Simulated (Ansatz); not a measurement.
Theory: Ansatz, DFT PBE, scalar-relativistic, plane waves, PAW. All cells share a 420 eV cutoff and Γ-centred k meshes spaced at most about 0.3 Å⁻¹ (about 0.25 or finer for metals, 2π included). No spin polarisation.

All energies are static (0 K, no zero-point motion).

Compare these two cells of Cd4Se3, each relaxed at this level.

A. Space group P-3m1 (No. 164), trigonal, a = 4.079 Å, c = 12.492 Å. Cd on its first site is surrounded by 1 Cd at 2.71 Å and 3 Se at 2.84 Å; around Cd on its second site lie 6 Se at 2.87–2.89 Å; Se on a site of symmetry 3m is surrounded by 6 Cd at 2.84–2.89 Å; Se on a site of symmetry -3m is surrounded by 6 Cd at 2.87 Å.

B. Space group P3m1 (No. 156), trigonal, a = 4.293 Å, c = 13.099 Å. Cd on its first site has 1 Se at 2.72 Å and 3 Cd at 3.16 Å; Cd on its second site has 4 Se at 2.66 Å; Cd on its third site has 4 Se at 2.66–2.67 Å; Cd on its fourth site is surrounded by 3 Se at 2.73 Å and 3 Cd at 3.16 Å; around Se on its first site lie 4 Cd at 2.66–2.72 Å; 2 more sites not described.

Problem. Which form is favoured at zero pressure, and by what margin per atom?

Solution. They are level within the accuracy (5 meV/atom apart, with B the lower in these runs). A has space group P-3m1 (No. 164), 25.7 Å³/atom and no gap on its mesh; B has space group P3m1 (No. 156), 29.9 Å³/atom and no gap. Counting Se atoms around Cd (those within 1.25 times the shortest such distance or 1.15 times the sum of covalent radii; a slash parts the counts of unlike sites), A has Cd 3/6 and B has Cd 1/3/4. Both come from invented guesses.

The k mesh leaves some 4 meV/atom of noise in the energy of each metallic cell. Cells relaxed within their symmetry can be saddle points.
